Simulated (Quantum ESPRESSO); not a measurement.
# Pb (Fm-3m) in Quantum ESPRESSO: notebook, part 2 of 3

Quantum ESPRESSO 7.5.

### 3 Phonon dispersion, LDA

Contents of pw.in:

```
&CONTROL
  calculation = 'scf'
  prefix = 'pwscf'
  outdir = './tmp'
  pseudo_dir = './pseudo'
  tprnfor = .true.
  tstress = .true.
  disk_io = 'low'
/
&SYSTEM
  ibrav = 0
  nat = 1
  ntyp = 1
  ecutwfc = 56
  nbnd = 13
  occupations = 'smearing'
  smearing = 'mv'
  degauss = 0.01469973
/
&ELECTRONS
  conv_thr = 2d-10
  electron_maxstep = 120
  mixing_beta = 0.5
/
ATOMIC_SPECIES
Pb   207.2000 Pb.upf
CELL_PARAMETERS angstrom
   0.0000000000    2.4750200000    2.4750200000
   2.4750200000    0.0000000000    2.4750200000
   2.4750200000    2.4750200000    0.0000000000
ATOMIC_POSITIONS crystal
Pb     0.0000000000    0.0000000000    0.0000000000
K_POINTS automatic
10 10 10 0 0 0
```

Contents of relax.in:

```
&CONTROL
  calculation = 'vc-relax'
  prefix = 'pwscf'
  outdir = './tmp'
  pseudo_dir = './pseudo'
  tprnfor = .true.
  tstress = .true.
  disk_io = 'low'
  nstep = 40
  forc_conv_thr = 0.0001
  etot_conv_thr = 1d-06
/
&SYSTEM
  ibrav = 0
  nat = 1
  ntyp = 1
  ecutwfc = 56
  nbnd = 13
  occupations = 'smearing'
  smearing = 'mv'
  degauss = 0.01469973
/
&ELECTRONS
  conv_thr = 2d-10
  electron_maxstep = 120
  mixing_beta = 0.5
/
&IONS
  ion_dynamics = 'bfgs'
/
&CELL
  cell_dynamics = 'bfgs'
  press = 0
  press_conv_thr = 0.2
/
ATOMIC_SPECIES
Pb   207.2000 Pb.upf
CELL_PARAMETERS angstrom
   0.0000000000    2.4750200000    2.4750200000
   2.4750200000    0.0000000000    2.4750200000
   2.4750200000    2.4750200000    0.0000000000
ATOMIC_POSITIONS crystal
Pb     0.0000000000    0.0000000000    0.0000000000
K_POINTS automatic
10 10 10 0 0 0
```

Contents of scf2.in:

```
&CONTROL
  calculation = 'scf'
  prefix = 'pwscf'
  outdir = './tmp'
  pseudo_dir = './pseudo'
  tprnfor = .true.
  tstress = .true.
  disk_io = 'low'
/
&SYSTEM
  ibrav = 0
  nat = 1
  ntyp = 1
  ecutwfc = 56
  nbnd = 13
  occupations = 'smearing'
  smearing = 'mv'
  degauss = 0.01469973
/
&ELECTRONS
  conv_thr = 1d-13
  electron_maxstep = 120
  mixing_beta = 0.5
  startingpot = 'file'
  startingwfc = 'file'
/
ATOMIC_SPECIES
Pb   207.2000 Pb.upf
CELL_PARAMETERS angstrom
   0.0000000000    2.4353328606    2.4353328606
   2.4353328606    0.0000000000    2.4353328606
   2.4353328606    2.4353328606    0.0000000000
ATOMIC_POSITIONS crystal
Pb     0.0000000000    0.0000000000    0.0000000000
K_POINTS automatic
10 10 10 0 0 0
```

Contents of ph.in:

```
phonon_bands of Pb
&INPUTPH
  prefix = 'pwscf'
  outdir = './tmp'
  tr2_ph = 1d-18
  fildyn = 'dyn'
  niter_ph = 90
  alpha_mix(1) = 0.4
  ldisp = .true.
  nq1 = 2
  nq2 = 2
  nq3 = 2
/
```

Contents of q2r.in:

```
&INPUT
  fildyn = 'dyn'
  zasr = 'crystal'
  flfrc = 'fc'
/
```

Contents of matdyn.in:

```
&INPUT
  asr = 'crystal'
  flfrc = 'fc'
  flfrq = 'freq'
  q_in_cryst_coord = .true.
  flvec = ' '
/
80
 0.0000000000  0.0000000000  0.0000000000
 0.0454545455  0.0000000000  0.0454545455
 0.0909090909  0.0000000000  0.0909090909
 0.1363636364  0.0000000000  0.1363636364
 0.1818181818  0.0000000000  0.1818181818
 0.2272727273  0.0000000000  0.2272727273
 0.2727272727  0.0000000000  0.2727272727
 0.3181818182  0.0000000000  0.3181818182
 0.3636363636  0.0000000000  0.3636363636
 0.4090909091  0.0000000000  0.4090909091
 0.4545454545  0.0000000000  0.4545454545
 0.5000000000  0.0000000000  0.5000000000
 0.5000000000  0.0500000000  0.5500000000
 0.5000000000  0.1000000000  0.6000000000
 0.5000000000  0.1500000000  0.6500000000
 0.5000000000  0.2000000000  0.7000000000
 0.5000000000  0.2500000000  0.7500000000
 0.4687500000  0.2812500000  0.7500000000
 0.4375000000  0.3125000000  0.7500000000
 0.4062500000  0.3437500000  0.7500000000
 0.3750000000  0.3750000000  0.7500000000
 0.3461538462  0.3461538462  0.6923076923
 0.3173076923  0.3173076923  0.6346153846
 0.2884615385  0.2884615385  0.5769230769
 0.2596153846  0.2596153846  0.5192307692
 0.2307692308  0.2307692308  0.4615384615
 0.2019230769  0.2019230769  0.4038461538
 0.1730769231  0.1730769231  0.3461538462
 0.1442307692  0.1442307692  0.2884615385
 0.1153846154  0.1153846154  0.2307692308
 0.0865384615  0.0865384615  0.1730769231
 0.0576923077  0.0576923077  0.1153846154
 0.0288461538  0.0288461538  0.0576923077
 0.0000000000  0.0000000000  0.0000000000
 0.0454545455  0.0454545455  0.0454545455
 0.0909090909  0.0909090909  0.0909090909
 0.1363636364  0.1363636364  0.1363636364
 0.1818181818  0.1818181818  0.1818181818
 0.2272727273  0.2272727273  0.2272727273
 0.2727272727  0.2727272727  0.2727272727
 0.3181818182  0.3181818182  0.3181818182
 0.3636363636  0.3636363636  0.3636363636
 0.4090909091  0.4090909091  0.4090909091
 0.4545454545  0.4545454545  0.4545454545
 0.5000000000  0.5000000000  0.5000000000
 0.5178571429  0.4642857143  0.5178571429
 0.5357142857  0.4285714286  0.5357142857
 0.5535714286  0.3928571429  0.5535714286
 0.5714285714  0.3571428571  0.5714285714
 0.5892857143  0.3214285714  0.5892857143
 0.6071428571  0.2857142857  0.6071428571
 0.6250000000  0.2500000000  0.6250000000
 0.5937500000  0.2500000000  0.6562500000
 0.5625000000  0.2500000000  0.6875000000
 0.5312500000  0.2500000000  0.7187500000
 0.5000000000  0.2500000000  0.7500000000
 0.5000000000  0.2750000000  0.7250000000
 0.5000000000  0.3000000000  0.7000000000
 0.5000000000  0.3250000000  0.6750000000
 0.5000000000  0.3500000000  0.6500000000
 0.5000000000  0.3750000000  0.6250000000
 0.5000000000  0.4000000000  0.6000000000
 0.5000000000  0.4250000000  0.5750000000
 0.5000000000  0.4500000000  0.5500000000
 0.5000000000  0.4750000000  0.5250000000
 0.5000000000  0.5000000000  0.5000000000
 0.4861111111  0.4861111111  0.5277777778
 0.4722222222  0.4722222222  0.5555555556
 0.4583333333  0.4583333333  0.5833333333
 0.4444444444  0.4444444444  0.6111111111
 0.4305555556  0.4305555556  0.6388888889
 0.4166666667  0.4166666667  0.6666666667
 0.4027777778  0.4027777778  0.6944444444
 0.3888888889  0.3888888889  0.7222222222
 0.3750000000  0.3750000000  0.7500000000
 0.6250000000  0.2500000000  0.6250000000
 0.5937500000  0.1875000000  0.5937500000
 0.5625000000  0.1250000000  0.5625000000
 0.5312500000  0.0625000000  0.5312500000
 0.5000000000  0.0000000000  0.5000000000
```

Contents of matdyn_dos.in:

```
&INPUT
  asr = 'crystal'
  flfrc = 'fc'
  dos = .true.
  fldos = 'phdos'
  nk1 = 15
  nk2 = 15
  nk3 = 15
  deltaE = 0.5
  flvec = ' '
  flfrq = ' '
/
```

Contents of matdyn_mesh.in:

```
&INPUT
  asr = 'crystal'
  flfrc = 'fc'
  flfrq = 'mesh'
  q_in_cryst_coord = .true.
  flvec = ' '
/
1000
 0.05000000  0.05000000  0.05000000
 0.05000000  0.05000000  0.15000000
 0.05000000  0.05000000  0.25000000
[... 997 further points of the even 10 x 10 x 10 mesh, shifted by half a step ...]
```

Potentials or basis: PseudoDojo 0.4.1 SR LDA standard.

The run is started by

```
$ OMP_NUM_THREADS=1 mpirun -n 4 pw.x -nk 4 -in pw.in > pw.out
$ OMP_NUM_THREADS=1 mpirun -n 4 pw.x -nk 4 -in relax.in > relax.out
$ OMP_NUM_THREADS=1 mpirun -n 4 pw.x -nk 4 -in scf2.in > scf2.out
$ OMP_NUM_THREADS=1 mpirun -n 4 ph.x -nk 4 -in ph.in > ph.out
$ OMP_NUM_THREADS=1 mpirun -n 1 q2r.x -in q2r.in > q2r.out
$ OMP_NUM_THREADS=1 mpirun -n 1 matdyn.x -in matdyn.in > matdyn.out
$ OMP_NUM_THREADS=1 mpirun -n 1 matdyn.x -in matdyn_dos.in > matdyn_dos.out
$ OMP_NUM_THREADS=1 mpirun -n 1 matdyn.x -in matdyn_mesh.in > matdyn_mesh.out
```

pw.out:

```text
This program is part of the open-source Quantum ESPRESSO suite
     for quantum simulation of materials; please cite
[... 6 lines left out ...]
     using ibrav=0 with symmetry is DISCOURAGED, use correct ibrav instead

     K-points division:     npool     =       4
     Subspace diagonalization in iterative solution of the eigenvalue problem:
     a serial algorithm will be used

     G-vector sticks info
     --------------------
     sticks:   dense  smooth     PW     G-vecs:    dense   smooth      PW
     Sum         673     673    211                11575    11575    1989

     Using Slab Decomposition

     bravais-lattice index     =            0
     lattice parameter (alat)  =       6.6144  a.u.
     unit-cell volume          =     204.6269 (a.u.)^3
     number of atoms/cell      =            1
     number of atomic types    =            1
     number of electrons       =        14.00
     number of Kohn-Sham states=           13
     kinetic-energy cutoff     =      56.0000  Ry
     charge density cutoff     =     224.0000  Ry
     scf convergence threshold =      2.0E-10
     mixing beta               =       0.5000
     number of iterations used =            8  plain     mixing
     Exchange-correlation= SLA  PW   NOGX NOGC
                           (   1   4   0   0   0   0   0)

     celldm(1)=   6.614432  celldm(2)=   0.000000  celldm(3)=   0.000000
     celldm(4)=   0.000000  celldm(5)=   0.000000  celldm(6)=   0.000000

     crystal axes: (cart. coord. in units of alat)
               a(1) = (   0.000000   0.707107   0.707107 )
               a(2) = (   0.707107   0.000000   0.707107 )
               a(3) = (   0.707107   0.707107   0.000000 )

     reciprocal axes: (cart. coord. in units 2 pi/alat)
               b(1) = ( -0.707107  0.707107  0.707107 )
               b(2) = (  0.707107 -0.707107  0.707107 )
               b(3) = (  0.707107  0.707107 -0.707107 )

     PseudoPot. # 1 for Pb read from file:
     Pb.upf
     Pseudo is Norm-conserving + core correction, Zval = 14.0
     Generated using ONCVPSP code by D. R. Hamann
     Using radial grid of 1638 points,  6 beta functions with:
                l(1) =   0
                l(2) =   0
                l(3) =   1
                l(4) =   1
                l(5) =   2
                l(6) =   2

     atomic species   valence    mass     pseudopotential
     Pb               14.00   207.20000     Pb( 1.00)

     48 Sym. Ops., with inversion, found

   Cartesian axes

     site n.     atom                  positions (alat units)
         1        Pb     tau(   1) = (   0.0000000   0.0000000   0.0000000  )

     number of k points=    47  Marzari-Vanderbilt smearing, width (Ry)=  0.0147
                       cart. coord. in units 2pi/alat
        k(    1) = (   0.0000000   0.0000000   0.0000000), wk =   0.0020000
        k(    2) = (   0.0707107   0.0707107  -0.0707107), wk =   0.0160000
        k(    3) = (   0.1414214   0.1414214  -0.1414214), wk =   0.0160000
        k(    4) = (   0.2121320   0.2121320  -0.2121320), wk =   0.0160000
        k(    5) = (   0.2828427   0.2828427  -0.2828427), wk =   0.0160000
        k(    6) = (  -0.3535534  -0.3535534   0.3535534), wk =   0.0080000
[... 39 lines left out ...]
        k(   46) = (  -0.0707107  -0.3535534   0.6363961), wk =   0.0480000
        k(   47) = (  -0.7071068   0.2828427   0.0000000), wk =   0.0240000

     Dense  grid:    11575 G-vectors     FFT dimensions: (  32,  32,  32)

     Initial potential from superposition of free atoms

     starting charge      13.9984, renormalised to      14.0000
     Starting wfcs are    9 randomized atomic wfcs +    4 random wfcs

     Self-consistent Calculation

     iteration #  1     ecut=    56.00 Ry     beta= 0.50
     Davidson diagonalization with overlap
     ethr =  1.00E-02,  avg # of iterations =  4.9

     Threshold (ethr) on eigenvalues was too large:
     Diagonalizing with lowered threshold

     Davidson diagonalization with overlap
     ethr =  1.88E-05,  avg # of iterations =  7.2

     total energy              =    -140.52243171 Ry
     estimated scf accuracy    <       0.00268117 Ry

     iteration #  2     ecut=    56.00 Ry     beta= 0.50
     Davidson diagonalization with overlap
     ethr =  1.92E-05,  avg # of iterations =  2.0

     total energy              =    -140.52276870 Ry
     estimated scf accuracy    <       0.00015385 Ry

     iteration #  3     ecut=    56.00 Ry     beta= 0.50
     Davidson diagonalization with overlap
     ethr =  1.10E-06,  avg # of iterations =  3.4

     total energy              =    -140.52278479 Ry
     estimated scf accuracy    <       0.00001720 Ry
[... 12 lines left out ...]
     total energy              =    -140.52278585 Ry
     estimated scf accuracy    <       0.00000002 Ry

     iteration #  6     ecut=    56.00 Ry     beta= 0.50
     Davidson diagonalization with overlap
     ethr =  1.11E-10,  avg # of iterations =  2.0

     total energy              =    -140.52278585 Ry
     estimated scf accuracy    <          2.6E-09 Ry

     iteration #  7     ecut=    56.00 Ry     beta= 0.50
     Davidson diagonalization with overlap
     ethr =  1.89E-11,  avg # of iterations =  1.0

     End of self-consistent calculation

          k = 0.0000 0.0000 0.0000 (  1459 PWs)   bands (ev):

    -5.9434  -5.9434  -5.9434  -5.8011  -5.8011  -0.7582  18.3805  18.3805
    18.3805  21.2223  22.4233  23.5826  23.5826

          k = 0.0707 0.0707-0.0707 (  1441 PWs)   bands (ev):

    -5.9438  -5.9295  -5.9295  -5.8015  -5.8015  -0.5664  16.3866  18.1470
    18.1470  20.7709  23.3115  24.0042  24.0042

          k = 0.1414 0.1414-0.1414 (  1429 PWs)   bands (ev):

    -5.9476  -5.9084  -5.9084  -5.7868  -5.7868   0.0081  13.2770  17.6278
    17.6278  20.3491  23.5108  24.0239  24.0240

          k = 0.2121 0.2121-0.2121 (  1438 PWs)   bands (ev):

    -5.9572  -5.9118  -5.9118  -5.7379  -5.7379   0.9435  10.3676  17.0919
    17.0919  20.1687  22.2131  23.0992  23.0992
[... 118 lines left out ...]
    -6.0925  -5.9939  -5.6882  -5.6629  -5.6629   3.1115   9.2553  13.3956
    13.3956  16.8470  17.9494  30.1574  30.7267

          k =-0.0707-0.6364 0.6364 (  1451 PWs)   bands (ev):

    -6.0848  -5.9978  -5.6937  -5.6576  -5.6424   3.9055   8.3343  12.1502
    13.3063  17.0648  18.7772  29.3846  30.0228

          k = 0.0000-0.5657 0.5657 (  1450 PWs)   bands (ev):

    -6.0483  -5.9527  -5.7167  -5.7004  -5.6587   4.2141   8.4147  10.4618
    13.6716  17.4030  21.1299  28.4504  29.5352

          k =-0.7071 0.0000 0.0000 (  1428 PWs)   bands (ev):

    -6.1080  -6.0179  -5.6762  -5.6313  -5.6313   4.2187   7.7773  13.0765
    13.0765  16.5124  17.7909  30.2511  31.9823

          k = 0.2828 0.1414 0.0000 (  1437 PWs)   bands (ev):

    -5.9751  -5.8859  -5.8436  -5.8384  -5.7416   0.5136  12.9755  14.6271
    17.0504  20.6691  20.7748  24.2528  25.5821

          k = 0.3536 0.2121-0.0707 (  1444 PWs)   bands (ev):

    -5.9649  -5.9054  -5.8490  -5.7891  -5.7063   1.4288  10.6677  13.6931
    16.2253  20.1434  22.0227  23.4565  25.3524

          k =-0.2828-0.4243 0.5657 (  1447 PWs)   bands (ev):

    -5.9525  -5.9254  -5.8543  -5.7468  -5.6806   2.5413   8.4840  13.4214
    15.3958  19.8452  22.0823  24.7965  25.5174

          k =-0.2121-0.3536 0.4950 (  1452 PWs)   bands (ev):

    -5.9428  -5.9393  -5.8547  -5.7300  -5.6720   3.2049   7.4470  13.3842
    15.0504  19.7566  21.8912  25.3571  26.0484
[... 28 lines left out ...]
    -6.0532  -5.9717  -5.7390  -5.6743  -5.6636   3.2657   9.2560  12.3829
    12.8323  18.2939  19.3169  26.9325  30.3451

          k =-0.0707-0.4950 0.6364 (  1459 PWs)   bands (ev):

    -6.0188  -5.9464  -5.7572  -5.7149  -5.6465   4.0200   8.7030  10.7926
    12.7232  18.8047  21.2912  25.9886  28.0980

          k =-0.0000-0.4243 0.5657 (  1451 PWs)   bands (ev):

    -5.9863  -5.8727  -5.8095  -5.7562  -5.6668   4.0272   9.3281   9.4531
    13.2758  19.2664  24.0749  25.2889  25.4650

          k =-0.7071 0.1414 0.0000 (  1448 PWs)   bands (ev):

    -6.0667  -5.9928  -5.6976  -5.6815  -5.6312   4.2518   8.0978  12.0795
    12.2742  18.0290  19.1389  28.4818  29.1020

          k =-0.1414-0.4243 0.7071 (  1452 PWs)   bands (ev):

    -5.9471  -5.9352  -5.8243  -5.7290  -5.6654   3.6466   9.2135  10.7294
    12.6266  20.8730  22.0501  23.4870  27.4729

          k =-0.0707-0.3536 0.6364 (  1450 PWs)   bands (ev):

    -5.9411  -5.8919  -5.8510  -5.7570  -5.6474   4.0957   9.0413  10.2005
    12.1486  21.1891  22.9097  24.4025  24.8110

          k =-0.7071 0.2828 0.0000 (  1446 PWs)   bands (ev):

    -5.9546  -5.9412  -5.8078  -5.7432  -5.6312   4.3081   9.0196  10.4286
    11.4470  20.9151  21.8580  25.0840  25.2174

     the Fermi energy is    11.0474 ev

!    total energy              =    -140.52278585 Ry
     estimated scf accuracy    <          9.2E-11 Ry
     smearing contrib. (-TS)   =       0.00020084 Ry
     internal energy E=F+TS    =    -140.52298669 Ry

     The total energy is F=E-TS. E is the sum of the following terms:
     one-electron contribution =     -30.09696817 Ry
     hartree contribution      =      25.12582174 Ry
     xc contribution           =     -39.48472014 Ry
     ewald contribution        =     -96.06712013 Ry

     convergence has been achieved in   7 iterations

     Forces acting on atoms (cartesian axes, Ry/au):

     atom    1 type  1   force =     0.00000000    0.00000000    0.00000000

     Total force =     0.000000     Total SCF correction =     0.000000

     Computing stress (Cartesian axis) and pressure

          total   stress  (Ry/bohr**3)                   (kbar)     P=      -23.28
  -0.00015827   0.00000000   0.00000000          -23.28        0.00        0.00
   0.00000000  -0.00015827  -0.00000000            0.00      -23.28       -0.00
   0.00000000  -0.00000000  -0.00015827            0.00       -0.00      -23.28

=------------------------------------------------------------------------------=
   JOB DONE.
=------------------------------------------------------------------------------=
```

It took 72 s on 4 MPI ranks of Intel Xeon 6975P-C (Granite Rapids), shared host; peak memory 0.28 GiB.

Results:

- Free energy: -1911.9208 eV
- Relaxed volume: 28.89 Å³/atom
- Relaxed cell: a = 3.444 Å, b = 3.444 Å, c = 3.444 Å, α = 60.00°, β = 60.00°, γ = 60.00°
- Space group after relaxing (to 0.05 Å): Fm-3m (No. 225)
- Pressure after relaxing: 0.0 GPa
- Band gap on the k mesh: none (metal or under the smearing width)
- Highest phonon frequency: 79 cm⁻¹
- Zero-point energy: 0.009 eV/atom

Step by step:
```csv
step,energy change (eV),largest force (eV/Å),pressure (GPa),volume (Å³)
1,0.0000,0.0000,-2.33,30.32
2,-0.0046,0.0000,-1.82,29.96
3,-0.0093,0.0000,-0.98,29.43
4,-0.0110,0.0000,0.09,28.84
5,-0.0110,0.0000,0.00,28.89
```

Final structure:
```xyz
1
Lattice="0.0000 2.4353 2.4353 2.4353 0.0000 2.4353 2.4353 2.4353 0.0000" Properties=species:S:1:pos:R:3 pbc="T T T"
Pb    0.0000    0.0000    0.0000
```

Levels at points of the mesh, in eV from the Fermi level:
| k point | band 5 | band 6 | band 7 | band 8 | band 9 | band 10 |
| --- | --- | --- | --- | --- | --- | --- |
| (0.00, 0.00, 0.00) | -16.90 | -12.17 | 7.70 | 7.70 | 7.70 | 10.20 |
| (0.00, 0.00, -0.50) | -16.74 | -8.29 | -4.47 | 5.77 | 5.77 | 9.60 |
| (0.00, -0.50, -0.50) | -16.71 | -6.79 | -3.50 | 2.06 | 2.06 | 5.59 |

Phonon frequencies in cm⁻¹ (negative: imaginary):
```
              q point  frequencies
(0.000, 0.000, 0.000)        0 0 0
(0.318, 0.000, 0.318)     43 43 57
(0.500, 0.150, 0.650)     50 54 64
(0.346, 0.346, 0.692)     42 62 63
(0.144, 0.144, 0.288)     18 34 49
(0.091, 0.091, 0.091)     10 10 22
(0.409, 0.409, 0.409)     33 33 76
(0.589, 0.321, 0.589)     41 54 69
(0.500, 0.275, 0.725)     50 59 61
(0.500, 0.450, 0.550)     35 38 78
(0.431, 0.431, 0.639)     39 49 73
(0.562, 0.125, 0.562)     48 53 66
```

Phonon frequencies at the corners of the path (cm⁻¹, interpolated; i marks imaginary ones):
```
point  frequencies
    Γ        0 0 0
    X     49 49 66
    W     51 60 60
    K     44 60 63
    L     35 35 79
    U     44 60 63
```

Phonon states per cell in windows of 5 cm⁻¹ (negative: imaginary):
```csv
from (cm⁻¹),total
0,0.00
5,0.00
10,0.02
15,0.04
20,0.07
25,0.13
30,0.23
35,0.39
40,0.41
45,0.41
50,0.26
55,0.22
60,0.21
65,0.41
70,0.16
75,0.05
```

Harmonic thermodynamics per atom at this volume (zero-point energy 9.1 meV, Debye temperature from the second moment 95 K):
```csv
T (K),free energy (meV),entropy (k_B),heat capacity Cv (k_B)
50,4.8,2.39,2.53
100,-10.0,4.29,2.87
200,-56.6,6.32,2.97
298.15,-115.4,7.51,2.98
500,-260.6,9.05,2.99
800,-514.3,10.46,3.00
```

Caveat: the q mesh is small, so phonon branches between its points and thermal values are rough. Spin-orbit coupling is left out, which matters for the levels of Pb.

(Part 2 of 3 ends here.)
